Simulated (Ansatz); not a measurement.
# FeO (Wuestite) (Fm-3m) in Ansatz: settings compared

One crystal, FeO (Wuestite), is run at these levels: revPBE+D3(BJ), revPBE+D4, BLYP+D3(BJ); tasks: relaxation of cell and atoms.

Program: Ansatz 0.2.0. These are calculated values, not measurements. Logs are shortened: lines on timing, memory, paths and dates and some standing lists are left out, and cuts for length are marked.

## Step 1: Starting point

The structure is cubic, space group Fm-3m (No. 225). Conventional cell: a = 4.311 Å, b = 4.311 Å, c = 4.311 Å, α = 90.00°, β = 90.00°, γ = 90.00°. Around Fe (site symmetry m-3m) lie 6 O at 2.16 Å. O (site symmetry m-3m) is surrounded by 6 Fe at 2.16 Å.

## Step 2: Relaxation of cell and atoms, revPBE+D3(BJ), collinear spin, ferromagnetic start

The input, input.yaml:

```yaml
crystal:
  lattice:
    - [0.0, 2.1554, 2.1554]
    - [2.1554, 0.0, 2.1554]
    - [2.1554, 2.1554, 0.0]
  atoms:
    - { symbol: Fe, position: [0.0, 0.0, 0.0], spin: 3.0 }
    - { symbol: O, position: [0.5, 0.5, 0.5] }
hamiltonian:
  xc: revpbe
  pseudopotentials: { kind: paw }
  dispersion: d3bj
magnetization:
  spin_polarized: true
kpoints:
  mp_grid: { grid: [11, 11, 11] }
scf:
  occupations: { method: fermi_dirac, width: 0.05 }
output:
  forces: true
  stress: true
relax:
  f_tol: 0.01
  max_steps: 40
  cell: { stress_tol: 0.05 }
```

Potentials or basis: Ansatz PAW.

On the command line:

```sh
ansatz run input.yaml --threads 2 --pin off --max-ram 5632MiB --backend cpu --events-out ev --progress --plain --runs-dir out
```

What it wrote:

```text
Warning: RAYON_NUM_THREADS=2 ignored (pool sized by the plan → 2); use --threads N
Engine: ansatz 0.2.0, aarch64-unknown-linux-gnu
Pseudopotentials: kind: paw
Pseudopotential: Fe, paw, valence charge 16, recommended cutoff 420 eV (normal), Fe.paw.azcp
Pseudopotential: O, paw, valence charge 6, recommended cutoff 420 eV (normal), O.paw.azcp
Functional definition: revPBE
  parameter kappa = 1.245
  parameter beta = 0.06672455060314922
  exchange = pbe_x(kappa = kappa, mu = beta*pi^2/3)
  correlation = pbe_c(beta = beta)
Crystal: 2 atoms, lattice volume = 20.027 Å³
Basis set: ecut = 420 eV, 387 PW (Γ), exchange–correlation on 48×48×48 points (8 copies of the dense FFT grid, shifted against one another)
Bands: 17, of which v1, the nominal top of the filled ones, is band 11 counted from 1 (10 counted from 0)
Symmetry: 48 space group operations
Space group: Fm-3m (ITA 225), of the structure as read, at distance tolerance 2.7e-5 Å
Magnetic group: BNS 225.116 (UNI 1618), of the structure as read, at distance tolerance 2.7e-5 Å
k-points: 56 of 1331
Non-local potential: Fe, projectors of the file, l = 0: 3, l = 1: 2, l = 2: 3, l = 3: 1
Non-local potential: O, projectors of the file, l = 0: 2, l = 1: 2, l = 2: 1
PAW form: soft (Blöchl's): semilocal exchange-correlation on the pseudo side does not see the compensation charge
PAW frozen core: Fe, regenerated for the run's functional, and the local potential with it (the file was generated under x = pbe(κ = 0.804, μ = 0.2195149727645171), c = pbe(β = 0.06672455060314922))
PAW frozen core: O, regenerated for the run's functional, and the local potential with it (the file was generated under x = pbe(κ = 0.804, μ = 0.2195149727645171), c = pbe(β = 0.06672455060314922))
PAW one-centre angular grid: Fe, 590 points (default); XC on 64 Gauss nodes
PAW one-centre angular grid: O, 110 points (default); XC on 64 Gauss nodes
Initial density: superposition of atomic densities (chi_scale 0.1, normalization cell, long waves kept (reshape's long-wave potential 0.00 eV rms))
Starting moments: Σ|m| = 3 μB on 1 of 2 sites
Initial wavefunctions: pseudopotential atomic-orbital guess
Functional: x = revpbe(κ = 1.245, μ = 0.2195149727645171), c = pbe(β = 0.06672455060314922)
SCF iter   1: F=—  HF=-5052.044319 eV  |F-HF|=—  |Δ(HF+E_count)|=         —  Δρ=1.23e-1 (↑1.23e-1 ↓6.35e-2)  dr2=4.22e0  dr2_m=5.53e-1  M=3.389 μB ∫|m|=3.389 μB  β_m=0.30  ethr=3.10e-3  ⟨swp⟩=4.2  Hψ=7874  notcnv=0
Mixer restart at iter 1: flushing history
preconditioner: auto → none  [metal: Δε(μ)=0.015 eV  Ē_g=12.935 eV  σ=0.050 eV  W_gap=0.08  n_scr=8 (ndim 8)  ℏωp=31.0 eV  f_vac=0.000  D(μ)=3.22/eV (n_scr^D=58)  sad-step TF]
SCF iter   2: F=—  HF=-5052.156770 eV  |F-HF|=—  |Δ(HF+E_count)|=   1.12e-1  Δρ=7.43e-2 (↑7.43e-2 ↓4.29e-2)  dr2=6.30e-1  dr2_m=5.02e-1  M=3.610 μB ∫|m|=3.610 μB  β_m=0.43  ethr=3.10e-3  ⟨swp⟩=2.9  Hψ=4543  notcnv=0  defer=38
SCF iter   3: F=—  HF=-5052.454087 eV  |F-HF|=—  |Δ(HF+E_count)|=   2.97e-1  Δρ=4.02e-2 (↑4.02e-2 ↓3.32e-2)  dr2=1.16e-1  dr2_m=2.19e-1  M=3.815 μB ∫|m|=3.816 μB  β_m=0.62  ethr=2.86e-3  ⟨swp⟩=2.0  Hψ=3297  notcnv=0  defer=41
SCF iter   4: F=—  HF=-5052.608896 eV  |F-HF|=—  |Δ(HF+E_count)|=         —  Δρ=1.02e-2 (↑1.02e-2 ↓9.94e-3)  dr2=5.22e-2  dr2_m=2.52e-3  M=4.000 μB ∫|m|=4.012 μB  β_m=0.62  ethr=5.29e-4  ⟨swp⟩=2.6  Hψ=3387  notcnv=0  defer=41
Mixer restart at iter 4: flushing history
SCF iter   5: F=—  HF=-5052.605823 eV  |F-HF|=—  |Δ(HF+E_count)|=   3.07e-3  Δρ=6.22e-3 (↑5.51e-3 ↓6.22e-3)  dr2=1.76e-2  dr2_m=4.81e-4  M=4.000 μB ∫|m|=4.013 μB  β_m=0.54  ethr=2.37e-4  ⟨swp⟩=2.1  Hψ=4154  notcnv=0  defer=52
SCF iter   6: F=—  HF=-5052.606606 eV  |F-HF|=—  |Δ(HF+E_count)|=   7.83e-4  Δρ=2.54e-3 (↑6.46e-4 ↓2.54e-3)  dr2=1.24e-3  dr2_m=2.27e-4  M=4.001 μB ∫|m|=4.014 μB  β_m=0.65  ethr=7.98e-5  ⟨swp⟩=2.0  Hψ=3307  notcnv=0  defer=52
SCF iter   7: F=—  HF=-5052.608740 eV  |F-HF|=—  |Δ(HF+E_count)|=   2.13e-3  Δρ=1.75e-3 (↑1.75e-3 ↓7.63e-4)  dr2=6.51e-4  dr2_m=7.93e-5  M=4.001 μB ∫|m|=4.015 μB  β_m=0.57  ethr=5.63e-6  ⟨swp⟩=2.3  Hψ=3961  notcnv=0  defer=51
[... 33 lines left out ...]
SCF 3 converged in 7 iterations: F = -5052.612100 eV  dr2 = 1.71e-9
relax step   3: F+E_penalty+E_count = -5052.61210036 eV  Δ(F+E_penalty+E_count) = -7.670e-4 eV  max|allowed force component| = 5.128e-30 eV/Å  Δτ_max = 0.0000 Å  P = +0.025 GPa  Ω = 19.741 Å³  energy of the carried Pulay correction = +1.100e-3 eV  (7 SCF iters, dr2 threshold 2.00e-7 eV, accepted)
Initial wavefunctions: pseudopotential atomic-orbital guess (no wavefunctions were taken with the density)
iter 1 solved again at ethr=4.48e-9 eV; its pass at ethr=3.10e-3 eV (dr2=9.85e-7 eV) is discarded
SCF iter   1: F=—  HF=-5052.611117 eV  |F-HF|=—  |Δ(HF+E_count)|=         —  Δρ=7.42e-5 (↑7.42e-5 ↓6.05e-5)  dr2=1.20e-6  dr2_m=2.28e-8  M=4.000 μB ∫|m|=4.015 μB  β_m=0.65  ethr=4.48e-9  ⟨swp⟩=3.0  Hψ=13773  notcnv=0
preconditioner: auto → none  [metal: Δε(μ)=0.006 eV  Ē_g=13.730 eV  σ=0.050 eV  W_gap=0.03  n_scr=0 (ndim 8)  ℏωp=31.3 eV  f_vac=0.000  D(μ)=1.40/eV (n_scr^D=14)]
SCF iter   2: F=—  HF=-5052.611117 eV  |F-HF|=—  |Δ(HF+E_count)|=   1.74e-7  Δρ=4.77e-5 (↑4.77e-5 ↓4.46e-5)  dr2=1.19e-6  dr2_m=7.23e-9  M=4.000 μB ∫|m|=4.015 μB  β_m=0.40  ethr=4.48e-9  ⟨swp⟩=2.0  Hψ=2699  notcnv=0
SCF iter   3: F=—  HF=-5052.611118 eV  |F-HF|=—  |Δ(HF+E_count)|=   4.71e-7  Δρ=1.90e-5 (↑1.90e-5 ↓1.69e-5)  dr2=7.51e-8  dr2_m=2.66e-9  M=4.000 μB ∫|m|=4.015 μB  β_m=0.60  ethr=4.48e-9  ⟨swp⟩=2.0  Hψ=2597  notcnv=0
SCF iter   4: F=—  HF=-5052.611118 eV  |F-HF|=—  |Δ(HF+E_count)|=   6.07e-7  Δρ=8.26e-6 (↑8.26e-6 ↓3.48e-6)  dr2=1.30e-8  dr2_m=1.42e-9  M=4.000 μB ∫|m|=4.015 μB  β_m=0.54  ethr=3.41e-10  ⟨swp⟩=2.0  Hψ=2993  notcnv=0
SCF iter   5: F=—  HF=-5052.611118 eV  |F-HF|=—  |Δ(HF+E_count)|=   2.52e-8  Δρ=2.89e-6 (↑2.02e-6 ↓2.89e-6)  dr2=2.18e-9  dr2_m=4.08e-10  M=4.000 μB ∫|m|=4.015 μB  β_m=0.77  ethr=5.90e-11  ⟨swp⟩=2.5  Hψ=2998  notcnv=0
SCF iter   6: F=—  HF=-5052.611118 eV  |F-HF|=—  |Δ(HF+E_count)|=   1.70e-8  Δρ=1.10e-6 (↑1.10e-6 ↓5.12e-7)  dr2=8.59e-11  dr2_m=1.04e-10  M=4.000 μB ∫|m|=4.015 μB  β_m=0.89  ethr=9.92e-12  ⟨swp⟩=2.0  Hψ=3027  notcnv=0
SCF iter   7: F=—  HF=-5052.611118 eV  |F-HF|=—  |Δ(HF+E_count)|=  6.88e-10  Δρ=2.39e-7 (↑1.03e-7 ↓2.39e-7)  dr2=1.32e-11  dr2_m=2.94e-12  M=4.000 μB ∫|m|=4.015 μB  β_m=0.94  ethr=1.00e-12  ⟨swp⟩=2.3  Hψ=2701  notcnv=0
SCF iter   8: F=-5052.611118 eV  HF=-5052.611118 eV  |F-HF|=2.73e-12  |Δ(HF+E_count)|=  7.28e-12  Δρ=9.23e-8 (↑6.53e-9 ↓9.23e-8)  dr2=1.68e-12  dr2_m=3.93e-13  M=4.000 μB ∫|m|=4.015 μB  ethr=1.00e-12  ⟨swp⟩=3.5  Hψ=6970  notcnv=0
WARN: dispersion: an atom stands within reach of a switch of its C6 between two reference coordination numbers of its element: through that C6 alone, e_disp changes by 0.025 eV or more while the distances to its neighbours run over a stretch of 0.05 Å that contains this geometry (sites counted from 0 in the run's list of atoms or, in a supercell that it derives, in that cell's: here a list of 2) — site 0 (Fe): coordination number 6.377 (about 5.37 to 7.38 with every neighbour 0.05 Å farther or nearer), switch near 5.393 between the references 9.138 (weight 1.00) and 1.648 (weight 0.00), e_disp changing by some 0.32 eV. This is how the published method behaves, and the energy and the forces stay consistent. Where you compare this geometry's total energy with another's, compare their components.e_disp too, and, where the geometries are yours to choose, keep both on one side of the switch, which a site's coordination number tells: a relaxation that ends in reach of it can search the other side under relax.adjacent_minimum: search, except where no move that the cell, the constraints and the symmetry allow carries the atom there
SCF 4 converged in 8 iterations: F = -5052.611118 eV  dr2 = 1.68e-12
relax step   4: F+E_penalty+E_count = -5052.61111841 eV  Δ(F+E_penalty+E_count) = +9.820e-4 eV  max|allowed force component| = 5.489e-30 eV/Å  Δτ_max = 0.0000 Å  P = -0.048 GPa  Ω = 19.741 Å³  stress off target by 4.82e-2 GPa  SCF on the basis re-selected at this cell (its energy is not comparable with the rows above)  (8 SCF iters)
basis re-selected at this cell: Δ(F+E_penalty+E_count) = +9.820e-4 eV, ΔP = -0.073 GPa vs the last step (what re-selecting the basis moved, of the pressure what is left beyond the Pulay correction that the steps carried, after the strain that the cell walked since its last selection, with what the two solves' SCF thresholds leave and, on support functions, any second-order correction that the steps lacked; it is no measure of the basis error at this ecutwfc). This SCF's stress stands 4.82e-2 GPa from its target on what of the cell is left free (relax.cell.stress_tol is 5.00e-2 GPa) and its largest allowed force component is 5.49e-30 eV/Å (relax.f_tol is 1.00e-2 eV/Å): within both
SCF converged after 8 iterations
Magnetization: 4.0003 μB (13.0001 up, 8.9999 down)
Absolute magnetization: 4.0150 μB (∫|ρ↑−ρ↓|, with the PAW one-centre terms)
Spin contamination: 0.0114 ħ² per cell (⟨S²⟩ above its minimum at these occupations)
Per-site moments (μB) at R_I (Å): [(3.4504410251537068, 0.8848569275707343), (0.32083615843394453, 0.8848569275707343)]
Free energy (F): -5052.611118 eV
Harris-Foulkes:  -5052.611118 eV  (|F-HF|=2.73e-12)
Internal energy: -5052.599756 eV  (E = F + TS)
E sigma→0 (E₀):  -5052.605437 eV
Entropy (-TS):   -0.011362 eV (-5.681 meV/atom)
Fermi energy:    15.043558 eV
--- Per-component energies (eV) ---
  E_band       = -259.666653
  E_kinetic    = 515.901360
  E_local      = -2580.037281  (includes V_loc(G=0)·N_el)
  E_nonlocal   = 278.724621
  E_hartree    = 1054.208377
  E_xc         = -188.475792
  E_vxc        = -241.329977  (∫ρ·V_xc dr)
  E_paw        = -1534.222305  (= ΣΔE_a)
  E_vpaw       = -341.345316  (= ΣTr[D̂ρ^β])
  E_aug_tail   = 0.003236  (compensation charges beyond the density's cutoff)
  E_ewald      = -2597.861717
  E_disp       = -0.790464  (pairwise vdW)
  E_core_change = -0.049790  (= ΣΔE_core)
  E_smearing   = -0.011362  (= −TS)
  E_closure    = 0.000000  (closes the sum)
  Σ components = -5052.611118   (vs F -5052.611118, Δ=0.00e0)
--- Forces (eV/Å), atoms counted from 1 ---
  atom   1  Fe    -0.00000000     0.00000000     0.00000000
  atom   2  O      0.00000000    -0.00000000    -0.00000000
  max |Σ_I F_I| component: 8.02e-30 eV/Å
--- Stress (GPa, compression-positive) ---
       -0.048162      -0.000000      -0.000000
       -0.000000      -0.048162      -0.000000
       -0.000000      -0.000000      -0.048162
  P = ⅓ Tr σ = -0.0482 GPa (-0.482 kbar)
--- Relaxed structure (3 steps of the walk, 3 accepted, 1 SCFs on fresh bases) ---
  F+E_penalty+E_count = -5052.61111841 eV   max|allowed force component| = 5.489e-30 eV/Å   (the final SCF, on the basis selected at the relaxed cell)
  cell:  # Å, volume = 19.7414 Å³
    - [7.961518801399406e-36, 2.1451077032017802, 2.1451077032017802]
    - [2.1451077032017802, -3.057223219737354e-34, 2.1451077032017802]
    - [2.1451077032017802, 2.1451077032017802, -9.856360276132408e-34]
  atoms:
    - { symbol: Fe, position: [1.8615357013945265e-36, -5.026146393790951e-35, -5.584607104204737e-36] }
    - { symbol: O, position: [0.5, 0.5, 0.5] }
```

Run time: 7 s. Hardware: 2 threads of Arm Neoverse V1, shared host; peak memory 0.31 GiB.

What came out:

* Free energy: -5052.6111 eV
* Relaxed volume: 9.87 Å³/atom
* Relaxed cell: a = 3.034 Å, b = 3.034 Å, c = 3.034 Å, α = 60.00°, β = 60.00°, γ = 60.00°
* Space group after relaxing (to 0.05 Å): Fm-3m (No. 225)
* Energy gained by relaxing: 1.2 meV/atom
* Ionic steps: 4
* Pressure after relaxing: 0.0 GPa
* Net moment: 4.00 μB per cell
* Absolute moment: 4.02 μB per cell
* Site moments: Fe +3.45; O +0.32 μB

Step by step:
| step | energy change (eV) | largest force (eV/Å) | volume (Å³) |
| --- | --- | --- | --- |
| 1 | 0.0000 | 0.0000 | 20.03 |
| 2 | -0.0027 | 0.0000 | 19.85 |
| 3 | -0.0035 | 0.0000 | 19.74 |
| 4 | -0.0025 | 0.0000 | 19.74 |

Final structure:
```
Fe O
1.0
     0.00000    2.14511    2.14511
     2.14511    0.00000    2.14511
     2.14511    2.14511    0.00000
Fe O
1 1
Cartesian
  0.0000 0.0000 0.0000
  2.1451 2.1451 2.1451
```

Caveat: the plane-wave basis is chosen anew once the cell has moved, so the energies of steps on either side of that aren't comparable; the pressure holds a Pulay correction of +0.6 GPa for the finite cutoff; a cell with one magnetic atom can't hold antiferromagnetic order, which such compounds often take; the PAW data sets come from PBE, with cores solved anew for the run's functional, which leaves a small shift of forces and pressure.

## Step 3: Relaxation of cell and atoms, revPBE+D4, collinear spin, ferromagnetic start

input.yaml: that of step 2 with these lines changed.

```diff
@@ -11,3 +11,3 @@
   pseudopotentials: { kind: paw }
-  dispersion: d3bj
+  dispersion: d4
 magnetization:
```

Potentials or basis: Ansatz PAW.

On the command line:

```sh
ansatz run input.yaml --threads 2 --pin off --max-ram 5632MiB --backend cpu --events-out ev --progress --plain --runs-dir out
```

What it wrote:

```text
Warning: RAYON_NUM_THREADS=2 ignored (pool sized by the plan → 2); use --threads N
[... 9 set-up lines as earlier in the session ...]
Crystal: 2 atoms, lattice volume = 20.027 Å³
Basis set: ecut = 420 eV, 387 PW (Γ), exchange–correlation on 48×48×48 points (8 copies of the dense FFT grid, shifted against one another)
Bands: 17, of which v1, the nominal top of the filled ones, is band 11 counted from 1 (10 counted from 0)
[... 2 set-up lines as earlier in the session ...]
Magnetic group: BNS 225.116 (UNI 1618), of the structure as read, at distance tolerance 2.7e-5 Å
k-points: 56 of 1331
[... 8 set-up lines as earlier in the session ...]
Starting moments: Σ|m| = 3 μB on 1 of 2 sites
[... 2 set-up lines as earlier in the session ...]
SCF iter   1: F=—  HF=-5052.532457 eV  |F-HF|=—  |Δ(HF+E_count)|=         —  Δρ=1.23e-1 (↑1.23e-1 ↓6.35e-2)  dr2=4.22e0  dr2_m=5.53e-1  M=3.389 μB ∫|m|=3.389 μB  β_m=0.30  ethr=3.10e-3  ⟨swp⟩=4.2  Hψ=7874  notcnv=0
[... 123 lines left out ...]
Free energy (F): -5053.103550 eV
Harris-Foulkes:  -5053.103550 eV  (|F-HF|=5.46e-12)
Internal energy: -5053.092240 eV  (E = F + TS)
E sigma→0 (E₀):  -5053.097895 eV
Entropy (-TS):   -0.011310 eV (-5.655 meV/atom)
Fermi energy:    15.098118 eV
--- Per-component energies (eV) ---
  E_band       = -258.579113
  E_kinetic    = 516.017642
  E_local      = -2576.302199  (includes V_loc(G=0)·N_el)
  E_nonlocal   = 278.729020
  E_hartree    = 1052.849713
  E_xc         = -188.509874
  E_vxc        = -241.378604  (∫ρ·V_xc dr)
  E_paw        = -1534.228726  (= ΣΔE_a)
  E_vpaw       = -341.347415  (= ΣTr[D̂ρ^β])
  E_aug_tail   = 0.003203  (compensation charges beyond the density's cutoff)
  E_ewald      = -2600.315954
  E_disp       = -1.285274  (pairwise vdW)
  E_core_change = -0.049790  (= ΣΔE_core)
  E_smearing   = -0.011310  (= −TS)
  E_closure    = -0.000000  (closes the sum)
  Σ components = -5053.103550   (vs F -5053.103550, Δ=0.00e0)
--- Forces (eV/Å), atoms counted from 1 ---
  atom   1  Fe    -0.00000000     0.00000000    -0.00000000
  atom   2  O      0.00000000     0.00000000     0.00000000
  max |Σ_I F_I| component: 4.34e-30 eV/Å
--- Stress (GPa, compression-positive) ---
       -0.008196       0.000000      -0.000000
        0.000000      -0.008196       0.000000
       -0.000000       0.000000      -0.008196
  P = ⅓ Tr σ = -0.0082 GPa (-0.082 kbar)
--- Relaxed structure (8 steps of the walk, 7 accepted, 2 SCFs on fresh bases) ---
  F+E_penalty+E_count = -5053.10355040 eV   max|allowed force component| = 3.090e-30 eV/Å   (the final SCF, on the basis selected at the relaxed cell)
  cell:  # Å, volume = 19.6855 Å³
    - [2.58401045059262e-34, 2.1430831023534935, 2.1430831023534935]
    - [2.1430831023534935, 2.090396275678978e-34, 2.1430831023534935]
    - [2.1430831023534935, 2.1430831023534935, 5.079448995292791e-34]
  atoms:
    - { symbol: Fe, position: [9.307678507021378e-35, -1.1169214208425637e-34, -1.4892285611235406e-35] }
    - { symbol: O, position: [0.5, 0.5, 0.5] }
```

Run time: 19 s. Hardware: 2 threads of Arm Neoverse V1, shared host; peak memory 0.31 GiB.

Results:

| Property | Result |
| --- | --- |
| Free energy | -5053.1036 eV |
| Relaxed volume | 9.84 Å³/atom |
| Relaxed cell | a = 3.031 Å, b = 3.031 Å, c = 3.031 Å, α = 60.00°, β = 60.00°, γ = 60.00° |
| Space group after relaxing (to 0.05 Å) | Fm-3m (No. 225) |
| Energy gained by relaxing | 3.4 meV/atom |
| Ionic steps | 9 |
| Pressure after relaxing | 0.0 GPa |
| Net moment | 4.00 μB per cell |
| Absolute moment | 4.01 μB per cell |
| Site moments | Fe +3.45; O +0.32 μB |

The path:
| step | energy change (eV) | largest force (eV/Å) | volume (Å³) |
| --- | --- | --- | --- |
| 1 | 0.0000 | 0.0000 | 20.03 |
| 2 | -0.0076 | 0.0000 | 19.72 |
| 3 | -0.0076 | 0.0000 | 19.71 |
| 4 | -0.0079 | 0.0000 | 19.68 |
| 5 | -0.0079 | 0.0000 | 19.69 |
| 6 | -0.0079 | 0.0000 | 19.69 |
| 7 | -0.0068 | 0.0000 | 19.69 |
| 8 | -0.0068 | 0.0000 | 19.69 |
| 9 | -0.0068 | 0.0000 | 19.69 |

Final structure:
```
CELL_PARAMETERS angstrom
0.00000 2.14308 2.14308
2.14308 0.00000 2.14308
2.14308 2.14308 0.00000
ATOMIC_POSITIONS crystal
Fe 0.00000 0.00000 0.00000
O 0.50000 0.50000 0.50000
```

Caveat: the plane-wave basis is chosen anew once the cell has moved, so the energies of steps on either side of that aren't comparable; the pressure holds a Pulay correction of +0.6 GPa for the finite cutoff; a cell with one magnetic atom can't hold antiferromagnetic order, which such compounds often take; the PAW data sets come from PBE, with cores solved anew for the run's functional, which leaves a small shift of forces and pressure.

(Continued in part 2 of 2.)
